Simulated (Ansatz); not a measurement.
# Elastic constants of SiO$_{2}$: input and output

These are results of DFT LDA, scalar-relativistic, plane waves, PAW in Ansatz, not measurements.

Launched with:
```bash
ansatz run input.yaml --threads 4 --pin off --max-ram 12288MiB --backend cpu --events-out ev --progress --plain --runs-dir out
```

Input (bare energies are in eV):
```yaml
crystal:
  lattice:
    - [-4.4553296802, 4.4553296802, 2.6073622324]
    - [4.4553296802, -4.4553296802, 2.6073622324]
    - [4.4553296802, 4.4553296802, -2.6073622324]
  atoms:
    - { symbol: Si, position: [0.1769371913, 0.1769371913, 0.3538743826] }
    - { symbol: Si, position: [0.8230628087, 0.1769371913, 0.0] }
    - { symbol: Si, position: [0.1769371913, 0.8230628087, 0.0] }
    - { symbol: Si, position: [0.8230628087, 0.8230628087, 0.6461256174] }
    - { symbol: O, position: [0.5, 0.5, 0.5] }
    - { symbol: O, position: [0.0, 0.5, 0.0] }
    - { symbol: O, position: [0.5, 0.0, 0.0] }
    - { symbol: O, position: [0.0, 0.0, 0.5] }
    - { symbol: O, position: [0.0, 0.2089418888, 0.2089418888] }
    - { symbol: O, position: [0.7910581112, 0.0, 0.7910581112] }
    - { symbol: O, position: [0.2089418888, 0.0, 0.2089418888] }
    - { symbol: O, position: [0.0, 0.7910581112, 0.7910581112] }
basis:
  ecutwfc: 420
kpoints:
  mp_grid: { grid: [6, 6, 6] }
hamiltonian:
  xc: lda
scf:
  occupations: { method: fixed }
output:
  forces: true
  stress: true
  eigenvalues: true
elastic:
  mode: relaxed_ion
  stencil: two_point
```

From the output:
```
--- Elastic constants: 4 strain directions × 2 members + reference (group order 16) ---
  dense FFT box of the reference and of every strained cell: 48×48×48
  strains applied: 11, 33, 23, 12; error gains: componentwise 1.00 (the most a stress slope's error grows in a printed constant), spectral 1.41 (1 for all six strains in a standard setting)
  reference relaxed by the batch: 2 steps; max|allowed force component| 5.35e-5 eV/Å at the deck's positions, 3.20e-5 at the last accepted step, 3.19e-5 by the solve of record
  largest displacement 5.0e-7 Å; the constants are those of the deck's cell at these positions:
  atoms:
    - { symbol: Si, position: [0.1769371514567867, 0.1769371514567867, 0.3538743029135734] }
    - { symbol: Si, position: [0.8230628485432134, 0.17693715145678662, 0.0] }
    - { symbol: Si, position: [0.17693715145678662, 0.8230628485432134, 0.0] }
    - { symbol: Si, position: [0.8230628485432132, 0.8230628485432132, 0.6461256970864265] }
    - { symbol: O, position: [0.5, 0.5, 0.5] }
    - { symbol: O, position: [0.0, 0.5, 0.0] }
    - { symbol: O, position: [0.5, 0.0, 0.0] }
    - { symbol: O, position: [0.0, 0.0, 0.5] }
    - { symbol: O, position: [-1.4852873693798492e-24, 0.20894185209441726, 0.20894185209441726] }
    - { symbol: O, position: [0.7910581479055827, -3.756971752956498e-40, 0.7910581479055827] }
    - { symbol: O, position: [0.20894185209441726, 4.1326689282521475e-39, 0.20894185209441726] }
    - { symbol: O, position: [-1.4852873693798492e-24, 0.7910581479055827, 0.7910581479055827] }
  C = ∂σ_k/∂η_j (tension-positive GPa; Voigt order 11 22 33 23 13 12):
       132.973    145.780    113.654      0.000      0.000      0.000
       145.780    132.973    113.654      0.000      0.000      0.000
       113.411    113.411    241.123      0.000      0.000     -0.000
         0.000      0.000      0.000     47.377      0.000     -0.000
         0.000      0.000      0.000     -0.000     47.377      0.000
         0.000      0.000     -0.000      0.000      0.000     37.093
  reference stress σ⁰ (GPa):      0.003      0.003      0.001     -0.000     -0.000     -0.000
  C* (energy form; C + prestress term) asymmetry max|C*_kj − C*_jk| = 2.453e-1 GPa — a small one proves nothing (zero by symmetry where the batch's group is 432, −43m or m−3m); a large one is finite-difference/SCF noise where every solve ...
  moduli (Voigt/Reuss/Hill, GPa): K = 139.20/135.02/137.11   G = 35.32/-74.82/-19.75   E = -62.24   ν = 0.576
  mechanically stable: NO (min eigenvalue of sym C = -12.81 GPa)
  strain η (Voigt 11):  stress-route row diagonal C_11 = 132.97 GPa, energy-path curvature d²(F+E_count+ΔE)/dδ²/Ω₀ = 133.36 GPa
         δ    σ_11 (GPa) F (eV) n_scf n_hpsi n_pw
    -2.000e-3      -0.2476       -6890.5723945       2   15425   4060   relax 6 steps, max|allowed force component| 3.77e-5 eV/Å
     2.000e-3       0.2843       -6890.5724671       2   15432   4070   relax 6 steps, max|allowed force component| 1.38e-5 eV/Å
  strain η (Voigt 33):  stress-route row diagonal C_33 = 241.12 GPa, energy-path curvature d²(F+E_count+ΔE)/dδ²/Ω₀ = 241.20 GPa
         δ    σ_33 (GPa) F (eV) n_scf n_hpsi n_pw
    -2.000e-3      -0.4826       -6890.5720599       2    9940   4061   relax 4 steps, max|allowed force component| 1.57e-6 eV/Å
     2.000e-3       0.4819       -6890.5722582       2    9954   4071   relax 3 steps, max|allowed force component| 4.81e-7 eV/Å
  strain η (Voigt 23):  stress-route row diagonal C_44 = 47.38 GPa, energy-path curvature d²(F+E_count+ΔE)/dδ²/Ω₀ = 47.44 GPa
         δ    σ_23 (GPa) F (eV) n_scf n_hpsi n_pw
    -2.000e-3      -0.0948       -6890.5726537       2   22752   4064   relax 5 steps, max|allowed force component| 1.61e-5 eV/Å
     2.000e-3       0.0948       -6890.5726537       2   22755   4064   relax 5 steps, max|allowed force component| 8.35e-6 eV/Å
  strain η (Voigt 12):  stress-route row diagonal C_66 = 37.09 GPa, energy-path curvature d²(F+E_count+ΔE)/dδ²/Ω₀ = 37.13 GPa
         δ    σ_12 (GPa) F (eV) n_scf n_hpsi n_pw
    -2.000e-3      -0.0742       -6890.5727124       2   15417   4071   relax 5 steps, max|allowed force component| 2.65e-6 eV/Å
     2.000e-3       0.0742       -6890.5727124       2   15579   4071   relax 5 steps, max|allowed force component| 4.00e-5 eV/Å
```

It took 3.6 min on 4 threads of AMD EPYC 7R43 64-Core Processor (Zen 3), with other jobs on the host, peak memory 0.95 GiB.

As the tensor has a negative eigenvalue, the Reuss and Hill moduli of a polycrystal, and E and ν formed from them, have no physical meaning here.

This form isn't the usual stable structure of the compound.